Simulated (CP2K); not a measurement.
Hf:

```
Hf
1.0
     3.13955    0.00000    0.00000
     1.56978    2.71893    0.00000
     1.56978    0.90631    2.56344
Hf
1
Cartesian
  0.0000 0.0000 0.0000
```

This isn't the form of Hf at room conditions, which is hcp.

- Program: CP2K 2026.2
- Task: single point
- Functional: PBEsol
- Potentials or basis: POTENTIAL_UZH Hf GTH-PBE-q12; TZVP-MOLOPT-PBE-GTH basis
- Density cutoff: 6123 eV
- k mesh: 10 × 10 × 10
- Occupations: fermi-dirac, width 0.05 eV
- Spin: no spin polarisation

On this cell: pressure -0.7 GPa; band gap on the k mesh none (metal or under the smearing width).

The same run follows on a disturbed copy (cell strained at random at fixed volume):

```
Hf
1.0
     3.12631    0.00000    0.00000
     1.50624    2.70297    0.00000
     1.49770    0.82584    2.58950
Hf
1
Direct
  0.00193 0.98878 0.99658
```

Question: What changes?

Answer: The energy (extrapolated to zero smearing) moves by +8.9 meV/atom; pressure -0.5 GPa; band gap on the k mesh none (metal or under the smearing width).

Stress tensor (GPa, compression positive):
```
 0.72  1.74  1.37
 1.74 -0.39  1.21
 1.37  1.21 -1.93
```

Caveats: the potentials were made for another functional, which shifts forces and pressure; the basis of atomic orbitals isn't converged, which shifts pressures, moduli and gaps.
